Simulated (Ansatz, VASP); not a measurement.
# MgS in VASP and in Ansatz

Contents of INCAR:

```
  ALGO = Normal
  EDIFF = 1E-7
  ENCUT = 520
  GGA = PE
  ISIF = 2
  ISMEAR = -1
  LASPH = T
  LCHARG = F
  LREAL = F
  LWAVE = F
  NBANDS = 11
  NELM = 80
  PREC = Accurate
  SIGMA = 0.05
```

Contents of KPOINTS:

```
k-points
0
Gamma
  13 13 13
```

POSCAR

```
MgS
1.0
    0.0000000000      2.8244375199      2.8244375199
    2.8244375199      0.0000000000      2.8244375199
    2.8244375199      2.8244375199      0.0000000000
Mg S
1 1
Direct
    0.0000000000      0.0000000000      0.0000000000
    0.2500000000      0.2500000000      0.2500000000
```

Input for Ansatz:

```yaml
crystal:
  lattice:
    - [0.0, 2.8244375199, 2.8244375199]
    - [2.8244375199, 0.0, 2.8244375199]
    - [2.8244375199, 2.8244375199, 0.0]
  atoms:
    - { symbol: Mg, position: [0.0, 0.0, 0.0] }
    - { symbol: S, position: [0.25, 0.25, 0.25] }
kpoints:
  mp_grid: { grid: [13, 13, 13] }
scf:
  occupations: { method: fermi_dirac, width: 0.05 }
hamiltonian:
  xc: pbe
  pseudopotentials: { kind: all_electron, lapw: { basis_error: 0.0005 } }
output:
  forces: true
  stress: true
  eigenvalues: true
```

Change from the starting cell: volume scaled by 0.975.

Alike in both runs: task single point; functional PBE; k mesh 13 × 13 × 13; occupations fermi-dirac, width 0.05 eV; no spin polarisation.

|  | VASP | Ansatz |
| --- | --- | --- |
| version | VASP 6.6.1 | Ansatz 0.2.0 |
| potentials or method | VASP PAW PBE potentials, release 64 (Mg, S) | all-electron LAPW, scalar-relativistic |
| plane-wave cutoff (eV) | 520 | see its input |

Ansatz gave:

* gap on the k mesh at the Fermi level (eV): 3.49
* pressure (GPa): 1.5

Question: Which values does VASP return?

Answer: gap on the k mesh at the Fermi level (eV): 3.49; pressure (GPa): 1.3.

Ansatz ran all-electron here, so the differences hold the error of VASP's frozen core and of both bases.

Caveats: an odd mesh through Γ misses points on the zone boundary, where band edges often lie.
